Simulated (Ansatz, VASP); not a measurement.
**One calculation of Al, two programs**

Contents of POSCAR:

```
Al
1.0
   -1.5587357247      1.5587357247      1.5587357247
    1.5587357247     -1.5587357247      1.5587357247
    1.5587357247      1.5587357247     -1.5587357247
Al
1
Direct
    0.0000000000      0.0000000000      0.0000000000
```

The input INCAR.step1:

```
SYSTEM = Al
  ALGO = Normal
  EDIFF = 1E-5
  ENCUT = 520
  GGA = PE
  ISIF = 2
  ISMEAR = -1
  LASPH = .True.
  LREAL = .False.
  LWAVE = .True.
  NBANDS = 8
  NELM = 100
  PREC = Accurate
  SIGMA = 0.05
```

INCAR.step2

```
SYSTEM = Al
  AEXX = 0.25
  ALGO = Normal
  EDIFF = 1E-6
  ENCUT = 520
  GGA = PE
  ISIF = 2
  ISMEAR = -1
  ISTART = 1
  LASPH = .True.
  LCHARG = .True.
  LELF = .True.
  LHFCALC = .True.
  LREAL = .False.
  LVHAR = .True.
  LWAVE = .False.
  NBANDS = 8
  NELM = 100
  PREC = Accurate
  PRECFOCK = Normal
  SIGMA = 0.05
```

The input KPOINTS:

```
k-points
0
Gamma
  6 6 6
  0 0 0
```

input.yaml

```yaml
crystal:
  lattice:
    - [-1.5587357247, 1.5587357247, 1.5587357247]
    - [1.5587357247, -1.5587357247, 1.5587357247]
    - [1.5587357247, 1.5587357247, -1.5587357247]
  atoms:
    - { symbol: Al, position: [0.0, 0.0, 0.0] }
hamiltonian:
  xc: pbe0
  pseudopotentials: { kind: paw }
kpoints:
  mp_grid: { grid: [6, 6, 6] }
scf:
  occupations: { method: fermi_dirac, width: 0.05 }
output:
  forces: true
  stress: true
  eigenvalues: true
```

This isn't the form of Al at room conditions, which is fcc.

Alike in both runs: task single point; functional PBE0; k mesh 6 × 6 × 6; occupations fermi-dirac, width 0.05 eV; no spin polarisation.

|  | VASP | Ansatz |
| --- | --- | --- |
| version | VASP 6.6.1 | Ansatz 0.2.0 |
| potentials or method | VASP PAW PBE potentials, release 64 (Al) | Ansatz PAW |
| plane-wave cutoff (eV) | 520 | 420 |
| valence electrons in the cell | 3 | 3 |

```csv
,VASP,Ansatz,Ansatz less VASP
gap on the k mesh at the Fermi level (eV),none,none,-
pressure (GPa),9.6,9.6,+0.02
```

A gap of «none» marks a metal or a gap that the smearing closes.

Caveats: the k mesh is coarse (spacing up to 0.48 Å⁻¹), so the values aren't converged, least of all with exact exchange; the PAW data sets were made with another functional, which shifts forces and pressure a little (VASP); the PAW data sets come from PBE, with cores solved anew for the run's functional, which leaves a small shift of forces and pressure (Ansatz); the thresholds are loose for stress (Ansatz).
